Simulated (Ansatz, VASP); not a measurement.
## One calculation of LiCl, two programs

POSCAR

```
LiCl
1.0
    0.0000000000      2.5647700000      2.5647700000
    2.5647700000      0.0000000000      2.5647700000
    2.5647700000      2.5647700000      0.0000000000
Cl Li
1 1
Direct
    0.5000000000      0.5000000000      0.5000000000
    0.0000000000      0.0000000000      0.0000000000
```

The input INCAR.step1:

```
PREC = Accurate ; ENCUT = 520
ISMEAR = -1 ; SIGMA = 0.05
LREAL = F ; LASPH = T
NELM = 60 ; NBANDS = 12
GGA = PE ; ALGO = Normal
EDIFF = 1E-4 ; LWAVE = T
LCHARG = F
```

INCAR.step2

```
PREC = Accurate ; ENCUT = 520
EDIFF = 1E-6 ; ISMEAR = -1
SIGMA = 0.05 ; LREAL = F
LASPH = T ; NELM = 60
ALGO = Normal ; ISIF = 2
LWAVE = F ; LCHARG = F
METAGGA = R2SCAN ; LMIXTAU = T
NBANDS = 12 ; ISTART = 1
```

The input KPOINTS:

```
Automatic mesh
0
Gamma
  5 5 5
```

Contents of input.yaml:

```yaml
crystal:
  lattice:
    - [0.0, 2.56477, 2.56477]
    - [2.56477, 0.0, 2.56477]
    - [2.56477, 2.56477, 0.0]
  atoms:
    - { symbol: Cl, position: [0.5, 0.5, 0.5] }
    - { symbol: Li, position: [0.0, 0.0, 0.0] }
hamiltonian:
  xc: r2scan
  pseudopotentials: { kind: paw }
kpoints:
  mp_grid: { grid: [5, 5, 5] }
scf:
  occupations: { method: fermi_dirac, width: 0.05 }
  n_extra_bands: 6
output:
  forces: true
  stress: true
  eigenvalues: true
  dos: { projected: true, de: 0.05, nscf_kmesh: { grid: [8, 8, 8] } }
  write_density: true
  write_potential: true
  elf: true
  volumetric_format: npy
```

Alike in both runs: functional r2SCAN; k mesh 5 × 5 × 5; occupations fermi-dirac, width 0.05 eV; no spin polarisation.

|  | VASP | Ansatz |
| --- | --- | --- |
| version | VASP 6.6.1 | Ansatz 0.2.0 |
| potentials or method | VASP PAW PBE potentials, release 64 (Cl, Li_sv) | Ansatz PAW |
| plane-wave cutoff (eV) | 520 | 500 |
| valence electrons in the cell | 10 | 10 |
| task | single point | projected density of states |

|  | VASP | Ansatz | Ansatz less VASP |
| --- | --- | --- | --- |
| gap on the k mesh at the Fermi level (eV) | 7.29 | 7.23 | -0.068 |
| least direct gap on the mesh (eV) | 7.29 | 7.23 | -0.068 |

The functional is the same, so the differences come from potentials, cutoffs and numerics.

Caveats: the k mesh is coarse (spacing up to 0.42 Å⁻¹), so the values aren't converged; an odd mesh through Γ misses points on the zone boundary, where band edges often lie (VASP); odd divisions of the mesh miss points on the zone boundary, where band edges often lie, so the gap on the mesh can be too wide (Ansatz); the density of states is complete only up to the lowest level of the last band computed (Ansatz). r2SCAN opens gaps a little over a GGA but as a rule still falls short of measured ones.
